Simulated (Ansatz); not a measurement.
**Trial inputs on Sr**

All trials start from this Ansatz input:

```yaml
crystal:
  lattice:
    - [4.3100002207, 0.0, 0.0]
    - [-2.1550001104, 3.7325696814, 0.0]
    - [0.0, 0.0, 7.05]
  atoms:
    - { symbol: Sr, position: [0.3333333333, 0.6666666667, 0.25] }
    - { symbol: Sr, position: [0.6666666667, 0.3333333333, 0.75] }
basis:
  ecutwfc: 420
kpoints:
  mp_grid: { grid: [6, 6, 2] }
hamiltonian:
  xc: pbe
scf:
  occupations: { method: gaussian, width: 0.1 }
output:
  forces: true
  stress: true
  eigenvalues: true
```

Command:

```bash
ansatz run input.yaml --threads 1 --pin off --max-ram 1331MiB --backend cpu --events-out ev --progress --plain --runs-dir out
```

The run converges in 6 SCF iterations on 14 irreducible k-points: pressure -0.19 GPa, no gap.

The inputs are trials, many of them unsound on purpose. Their numbers show the effect of the settings and aren't properties of the material. Each trial's input is given as a difference from the reference's; energies are extrapolated to zero smearing where there is one, and pressure is positive in compression. Charged cells sit in a uniform background, and their pressures hang on that convention.

Problem. Trial 1:

```diff
 hamiltonian:
+  dispersion: d3bj
 scf:
-  occupations: { method: gaussian, width: 0.1 }
+  occupations: { method: fermi_dirac, width: "3000 K" }
```

What happens?

Solution. The run converges in 6 SCF iterations on 14 irreducible k-points: pressure -0.78 GPa, no gap.

Problem. Trial 2:

```diff
 hamiltonian:
-  xc: pbe
+  xc: lda
 scf:
-  occupations: { method: gaussian, width: 0.1 }
+  occupations: { method: fixed }
+  max_iter: 99
```

What does the program give?

Solution. The run converges in 6 SCF iterations on 14 irreducible k-points: pressure -1.57 GPa, no gap. It warns that bands overlap at the filling; that the bands looked metallic on the way.

Problem. Trial 3 (origin moved):

```diff
 crystal:
   atoms:
-    - { symbol: Sr, position: [0.3333333333, 0.6666666667, 0.25] }
-    - { symbol: Sr, position: [0.6666666667, 0.3333333333, 0.75] }
+    - { symbol: Sr, position: [0.7433333333, 1.3706666667, 1.177] }
+    - { symbol: Sr, position: [1.0766666667, 1.0373333333, 1.677] }
+total_charge: -0.5
 kpoints:
-  mp_grid: { grid: [6, 6, 2] }
+  mp_grid: { kspacing: 0.36 }
 scf:
+  n_extra_bands: 1
+  max_iter: 60
 output:
-  forces: true
+  forces: false
```

What happens?

Solution. The run converges in 7 SCF iterations on 10 irreducible k-points: pressure -2.24 GPa (with the neutralising background of the charged cell), no gap.

Problem. Trial 4 (volume scaled):

```diff
 crystal:
   lattice:
-    - [4.3100002207, 0.0, 0.0]
-    - [-2.1550001104, 3.7325696814, 0.0]
-    - [0.0, 0.0, 7.05]
+    - [4.084326753, 0.0, 0.0]
+    - [-2.0421633765, 3.5371307254, 0.0]
+    - [0.0, 0.0, 6.6808589639]
 basis:
-  ecutwfc: 420
+  ecutwfc: 310
 kpoints:
-  mp_grid: { grid: [6, 6, 2] }
+  mp_grid: { grid: [3, 3, 2], shift: [0.5, 0.5, 0] }
 scf:
-  occupations: { method: gaussian, width: 0.1 }
+  occupations: { method: fixed }
+  max_iter: 87
```

What happens?

Solution. The run converges in 6 SCF iterations on 8 irreducible k-points: energy 18.5 meV per atom above the reference, pressure 1.93 GPa, largest force 0.031 eV/Å, no gap. It warns that bands overlap at the filling; that the cutoff lies under the recommended one, 420 eV for these potentials; that the bands looked metallic on the way; that the mesh lowers the symmetry.

Problem. Trial 5 (one atom moved):

```diff
 crystal:
   atoms:
-    - { symbol: Sr, position: [0.3333333333, 0.6666666667, 0.25] }
+    - { symbol: Sr, position: [0.3797370433, 0.6666666667, 0.25] }
```

What does the program give?

Solution. The run converges in 6 SCF iterations on 40 irreducible k-points: energy 3.05 meV per atom above the reference, pressure -0.20 GPa, largest force 0.063 eV/Å, no gap.

Problem. Trial 6:

```diff
 basis:
-  ecutwfc: 420
+  ecutwfc: 270
+  ecutrho_ratio: 6
 kpoints:
-  mp_grid: { grid: [6, 6, 2] }
+  mp_grid: { kspacing: 0.73 }
```

What happens?

Solution. The run converges in 6 SCF iterations on 6 irreducible k-points: energy 98.9 meV per atom above the reference, pressure -0.22 GPa, no gap. It warns that the cutoff lies under the recommended one, 420 eV for these potentials.

Problem. Trial 7:

```diff
 kpoints:
-  mp_grid: { grid: [6, 6, 2] }
+  mp_grid: { grid: [3, 6, 1] }
```

What does the program give?

Solution. The run converges in 6 SCF iterations on 8 irreducible k-points: energy 241 meV per atom above the reference, pressure -0.01 GPa, largest force 0.014 eV/Å, no gap. It warns that the mesh lowers the symmetry.